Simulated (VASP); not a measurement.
# PbSe: relaxation with set parts of the cell free, by free to move

PbSe, P1 (no. 1), 8 atoms in the cell. PBE, constrained relaxation; PAW potentials Pb_d, Se (PBE set).

| Free to move | Volume (Å³/atom) | Pressure in a fresh run at the final cell (GPa) | Pressure printed at the end of the relaxation (GPa) | Ionic steps, all stages | Electronic steps, all stages | Time (s) |
|---|---|---|---|---|---|---|
| atoms | 29.135 | 0.71 | 0.71 | 14 | 100 | 120 |
| atoms, shape and volume | 29.550 | 0.00 | 0.00 | 16 | 117 | 162 |
| atoms and shape at fixed volume | 29.135 | 0.71 | 0.71 | 15 | 109 | 134 |
| shape alone | 29.135 | 0.79 | 0.79 | 11 | 75 | 91 |
| shape and volume | 29.602 | -0.01 | 0.00 | 14 | 104 | 126 |
| volume alone | 29.602 | -0.01 | 0.01 | 7 | 64 | 70 |
| atoms and volume | 29.562 | -0.02 | -0.02 | 19 | 137 | 158 |
| atoms and the z components of the lattice | 29.353 | 0.33 | 0.35 | 16 | 112 | 133 |
| atoms and the x and y components of the lattice | 29.416 | 0.23 | 0.23 | 14 | 107 | 126 |
| atoms and the y and z components of the lattice | 29.409 | 0.24 | 0.24 | 15 | 114 | 138 |

Limits: the start was distorted on purpose (random strain, atoms moved at random), so the space group given is the start's and not the crystal's.

## Input of the first row

INCAR.step1:
```
PREC = Accurate
ENCUT = 350
EDIFF = 1E-6
ISMEAR = 0
SIGMA = 0.05
LREAL = False
LASPH = True
NELM = 100
ALGO = Normal
LWAVE = False
LCHARG = False
IBRION = 2
NSW = 80
ISIF = 2
EDIFFG = -0.01
POTIM = 0.5
ISYM = 0
KPAR = 4
```

INCAR.step3, as INCAR.step1 but for:
```
- IBRION = 2
- NSW = 80
- EDIFFG = -0.01
- POTIM = 0.5
+ NSW = 0
```

KPOINTS:
```
k-points
0
Gamma
  3 3 3
```

POSCAR.step1:
```
PbSe
1.0
    6.1424540000     -0.0147380000     -0.0063210000
   -0.0147380000      6.1767200000      0.0314480000
   -0.0063210000      0.0314480000      6.1436170000
Pb Se
4 4
Direct
    0.0048670000      0.0031340000      0.0006740000
   -0.0075740000      0.5037660000      0.5015490000
    0.4982080000      0.0013190000      0.5009320000
    0.5044790000      0.4971490000      0.0023060000
    0.4967030000     -0.0042950000     -0.0054570000
    0.5067780000      0.4972340000      0.4959740000
   -0.0036400000     -0.0050060000      0.4982430000
    0.0001800000      0.5066990000      0.0057770000
```

POSCAR.step3:
```
PbSe
1.0
    6.1424540000     -0.0147380000     -0.0063210000
   -0.0147380000      6.1767200000      0.0314480000
   -0.0063210000      0.0314480000      6.1436170000
Pb Se
4 4
Direct
    0.0003095932      0.0001323483      0.9999251386
    0.9997368520      0.5003798640      0.5001420967
    0.4995846210      0.9992454933      0.4995499767
    0.5003070127      0.4998299636      0.9999645889
    0.4998541584      0.9999807202      0.9996752503
    0.4999807288      0.4997841582      0.5001445241
    0.9998461109      0.0003635296      0.5002300254
    0.0003819230      0.5002839227      0.0003663994
```

Commands (each step's output is kept before the next begins):
```
cat potpaw_PBE.64/Pb_d/POTCAR potpaw_PBE.64/Se/POTCAR > POTCAR
cp INCAR.step1 INCAR
cp POSCAR.step1 POSCAR
mpirun -np 4 vasp_std > vasp.out
cp CONTCAR POSCAR
mpirun -np 4 vasp_std > vasp.out
# POSCAR: the CONTCAR of the step before
cp INCAR.step3 INCAR
cp POSCAR.step3 POSCAR
mpirun -np 4 vasp_std > vasp.out
```

Changes of the last row against the first:
```
- ISIF = 2
+ ISIF = 3
+ LATTICE_CONSTRAINTS = .FALSE. .TRUE. .TRUE.
```

VASP 6.6.1 took 120 s on 4 cores (Intel Xeon 6975P-C (Granite Rapids)), a shared host.
